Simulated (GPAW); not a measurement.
Runs of GPAW 26.7.0 on PbF2 (Fluorocronite). It takes space group Fm-3m (No. 225, cubic). Conventional cell: a = 5.927 Å, b = 5.927 Å, c = 5.927 Å, α = 90.00°, β = 90.00°, γ = 90.00°. Pb (site symmetry m-3m) has 8 F at 2.57 Å as nearest neighbours. F (site symmetry -43m) is surrounded by 4 Pb at 2.57 Å. 

```csv
task,level,potentials or basis,spin,k mesh,data set,band path,band points,eigensolver,spin axis theta (degrees),gap on the mesh (eV),pressure (GPa)
band structure,r2SCAN,"GPAW PAW data sets (gpaw-data 1.2.1), pw",off,8 × 8 × 8,-,"GXWKGLUWLK,UX",100,-,-,4.86,(b)
band structure,PBEsol,"PAW data sets generated in the run's folder for this functional, pw",off,8 × 8 × 8,-,"GXWKGLUWLK,UX",100,-,-,(a),-2.5
band structure,revTPSS,"GPAW PAW data sets (gpaw-data 1.2.1), pw","SOC, no magnetisation",6 × 6 × 6,-,"GXWKGLUWLK,UX",100,davidson,0,3.98,-1.5
band structure,GLLB-SC,"the program's PAW data sets (release 1.2.1) made for this functional, pw",off,6 × 6 × 6,-,"GXWKGLUWLK,UX",60,-,-,7.28,-
```

Alike in all rows: cell as given; cutoff (eV) 800; smearing fermi-dirac 0.05 eV.

Question: Fill in the values left out.

Answer: (a) 4.23; (b) -1.8.

Caveats: spin-orbit coupling is left out, which as a rule narrows the gap of such compounds by several tenths of an eV (some runs); the PAW data sets were made with another functional, which shifts forces and pressure a little (some runs); spin-orbit coupling was added after a scalar SCF, so levels and gaps hold it while energy, forces, pressure and moments don't (some runs); this program's spin-orbit splittings come out too wide for heavy elements (some runs); the GLLB-SC gap is the Kohn-Sham gap of the path plus the derivative discontinuity (some runs); a model potential gives levels but no total energy (some runs).

A k mesh can miss the band edges, and rows without SOC leave out spin-orbit coupling on Pb.

Runs at the PBE level aren't shown here.
